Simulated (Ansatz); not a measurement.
**Is this BaTe structure a true minimum?**

The cell was found from a structure generator's guess, not taken from experiment.

Computed with Ansatz 0.2.0, DFT PBE, scalar-relativistic, plane waves, PAW. Plane waves to 420 eV, a k mesh through Γ of 6×6×2 on the computed 8-atom cell and Gaussian smearing (0.02 eV); no spin polarisation.

The cell below (8 atoms, space group P6_3/mmc (No. 194)) is relaxed within its symmetry.

```yaml
crystal:
  lattice:
    - [4.94162, 0.00000, 0.00000]
    - [-2.47081, 4.27957, 0.00000]
    - [0.00000, 0.00000, 16.80183]
  atoms:
    - { symbol: Ba, position: [0.66667, 0.33333, 0.87714] }
    - { symbol: Ba, position: [0.33333, 0.66667, 0.12286] }
    - { symbol: Ba, position: [0.33333, 0.66667, 0.37714] }
    - { symbol: Ba, position: [0.66667, 0.33333, 0.62286] }
    - { symbol: Te, position: [0.00000, 0.00000, 0.00000] }
    - { symbol: Te, position: [0.00000, 0.00000, 0.50000] }
    - { symbol: Te, position: [0.66667, 0.33333, 0.25000] }
    - { symbol: Te, position: [0.33333, 0.66667, 0.75000] }
```

For the test it was strained at random (σ = 1.5 % a component), the atoms were moved at random (σ = 0.15 Å), and all was relaxed again on a coarse 3×3×1 mesh (in the run’s order of axes) with 0.10 eV smearing, with no symmetry imposed.

These runs have no spin–orbit coupling, which can matter for Te.

Q: Does it come back?

A: It returns, within 1 meV/atom of the unmoved cell on that mesh and with the same symmetry when read at 0.1 Å. No instability shows in this cell; modes of other wave vectors, which need another repeat, aren't tested.
